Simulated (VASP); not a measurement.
Method: LDA (Ceperley-Alder, Perdew-Zunger), VASP's LDA PAW potentials (set 64) (plane waves; VASP 6.6.1).

Input for VASP

**POSCAR**
```
ZnTe
1
    0.0000000000     3.0357540000     3.0357540000
    3.0357540000     0.0000000000     3.0357540000
    3.0357540000     3.0357540000     0.0000000000
Zn Te
1 1
Direct
  0.5000000000   0.5000000000   0.5000000000
  0.2500000000   0.2500000000   0.2500000000
```

INCAR:
```
! general
SYSTEM  = ZnTe
PREC    = Accurate
ENCUT   = 300
LREAL   = .FALSE.
LASPH   = .TRUE.

! electronic loop
EDIFF   = 1E-6
NELM    = 100
ALGO    = Normal   ! blocked Davidson
LMAXMIX = 4   ! l cut-off of mixed one-centre charges

! smearing
ISMEAR  = 0   ! Gaussian
SIGMA   = 0.01   ! width (eV)

! ions
ISIF    = 2

! output
LWAVE   = .FALSE.
LCHARG  = .FALSE.
```

KPOINTS:
```
Automatic mesh
0
Gamma
6 6 6
```

POTCAR, in this order: Zn Te (LDA.64 set). Program: vasp_std.

The resulting files:

**OUTCAR**
```
 ion  position               nearest neighbor table
   1  0.500  0.500  0.500-   2 2.63   2 2.63   2 2.63   2 2.63
   2  0.250  0.250  0.250-   1 2.63   1 2.63   1 2.63   1 2.63
  LATTYP: Found a face centered cubic cell.
 ALAT       =     6.0715080000
 Subroutine PRICEL returns:
 Original cell was already a primitive cell.
 Subroutine GETGRP returns: Found 24 space group operations
The static configuration has the point symmetry T_d .
The dynamic configuration has the point symmetry T_d .
 Subroutine INISYM returns: Found 24 space group operations
 Subroutine IBZKPT returns following result:
 Found     16 irreducible k-points:

 Following reciprocal coordinates:
            Coordinates               Weight
  0.000000  0.000000  0.000000      1.000000
  0.166667  0.000000  0.000000      8.000000
  0.333333  0.000000  0.000000      8.000000
  0.500000  0.000000  0.000000      4.000000
  0.166667  0.166667  0.000000      6.000000
  0.333333  0.166667  0.000000     24.000000
  0.500000  0.166667  0.000000     24.000000
 -0.333333  0.166667  0.000000     24.000000
 -0.166667  0.166667  0.000000     12.000000
...
```

OSZICAR:
```
       N       E                     dE             d eps       ncg     rms          rms(c)
DAV:   1     0.640732044390E+02    0.64073E+02   -0.64466E+03   416   0.975E+02
DAV:   2    -0.343107598923E+01   -0.67504E+02   -0.64888E+02   481   0.212E+02
DAV:   3    -0.661275003554E+01   -0.31817E+01   -0.31756E+01   466   0.486E+01
DAV:   4    -0.666063738176E+01   -0.47887E-01   -0.47884E-01   614   0.597E+00
DAV:   5    -0.666072660012E+01   -0.89218E-04   -0.89218E-04   491   0.227E-01    0.499E+00
DAV:   6    -0.648047668322E+01    0.18025E+00   -0.59712E-01   501   0.220E+01    0.383E+00
DAV:   7    -0.646102271724E+01    0.19454E-01   -0.11338E-01   461   0.383E+00    0.149E+00
DAV:   8    -0.645718770136E+01    0.38350E-02   -0.38168E-03   565   0.678E-01    0.336E-01
DAV:   9    -0.645682989115E+01    0.35781E-03   -0.76222E-04   476   0.302E-01    0.110E-01
DAV:  10    -0.645683027429E+01   -0.38314E-06   -0.85771E-05   469   0.902E-02    0.644E-02
DAV:  11    -0.645683524096E+01   -0.49667E-05   -0.11453E-05   461   0.206E-02    0.134E-02
DAV:  12    -0.645683471447E+01    0.52649E-06   -0.14089E-06   273   0.148E-02
   1 F= -.64568347E+01 E0= -.64568347E+01  d E =-.249530E-50
```

### OUTCAR
```
------------------------ aborting loop because EDIFF is reached ----------------------------------------
  FORCE on cell =-STRESS in cart. coord.  units (eV):
  Direction    XX          YY          ZZ          XY          YZ          ZX
  --------------------------------------------------------------------------------------
  Total       -0.6202843     -0.6202843     -0.6202843      0.0000000      0.0000000     -0.0000000
  in kB      -17.7611724    -17.7611724    -17.7611724      0.0000000      0.0000000     -0.0000000
  external PRESSURE =     -17.7611724 kB  Pullay stress =       0.0000000 kB
  volume of cell :       55.95
      direct lattice vectors                 reciprocal lattice vectors
     0.000000000  3.035754000  3.035754000    -0.164703728  0.164703728  0.164703728
     3.035754000  0.000000000  3.035754000     0.164703728 -0.164703728  0.164703728
     3.035754000  3.035754000  0.000000000     0.164703728  0.164703728 -0.164703728
 POSITION                                       TOTAL-FORCE (eV/Angst)
 -----------------------------------------------------------------------------------
      3.03575      3.03575      3.03575         0.000000      0.000000      0.000000
      1.51788      1.51788      1.51788        -0.000000     -0.000000     -0.000000
 -----------------------------------------------------------------------------------
    total drift:                               -0.000002     -0.000002     -0.000003
  FREE ENERGIE OF THE ION-ELECTRON SYSTEM (eV)
  ---------------------------------------------------
  free  energy   TOTEN  =        -6.4568347145 eV

  energy  without entropy=       -6.4568347145  energy(sigma->0) =       -6.45683471
```
(Selected blocks of OUTCAR.)

### OUTCAR
```
 val. band max:        3.1762843883   @ k =   0.0000   0.0000   0.0000

 cond. band min:       4.3006620374   @ k =   0.0000   0.0000   0.0000


 Fermi energy:         3.2797557181

 k-point     1 :       0.0000    0.0000    0.0000
  band No.  band energies     occupation
      1      -8.7542      2.00000
      2      -3.8940      2.00000
      3      -3.8940      2.00000
      4      -3.8940      2.00000
      5      -3.6582      2.00000
      6      -3.6582      2.00000
      7       3.1763      2.00000
      8       3.1763      2.00000
      9       3.1763      2.00000
     10       4.3007      0.00000
     11       7.4855      0.00000
     12       7.4855      0.00000
     13       7.4855      0.00000

 k-point     2 :       0.1667    0.0000    0.0000
  band No.  band energies     occupation
      1      -8.5643      2.00000
      2      -3.8772      2.00000
      3      -3.8772      2.00000
      4      -3.8733      2.00000
      5      -3.6600      2.00000
      6      -3.6600      2.00000
      7       1.1481      2.00000
      8       2.8913      2.00000
      9       2.8913      2.00000
     10       5.2626      0.00000
     11       7.9004      0.00000
     12       7.9004      0.00000
     13       7.9637      0.00000

 k-point     3 :       0.3333    0.0000    0.0000
  band No.  band energies     occupation
      1      -8.1235      2.00000
      2      -3.8487      2.00000
      3      -3.8487      2.00000
      4      -3.7396      2.00000
      5      -3.6574      2.00000
      6      -3.6574      2.00000
      7      -1.0490      2.00000
      8       2.4402      2.00000
      9       2.4402      2.00000
     10       5.0115      0.00000
     11       8.2097      0.00000
     12       8.2097      0.00000
     13      10.1170      0.00000

 k-point     4 :       0.5000    0.0000    0.0000
  band No.  band energies     occupation
      1      -7.8603      2.00000
      2      -3.8379      2.00000
      3      -3.8379      2.00000
...
```

At this cut-off the stress carries a Pulay error, which pulls relaxed volumes low. Unless said otherwise, spin-orbit coupling is left out, though it shifts the bands of the heavy elements here.

The structure comes from a computed database's ZnTe entry; how it stands against other phases isn't given here. The cell was not relaxed at this level. The run is one of a series of settings (GGA removed, POTCAR Zn Te (LDA.64 set) against the base run), some of them coarse on purpose.
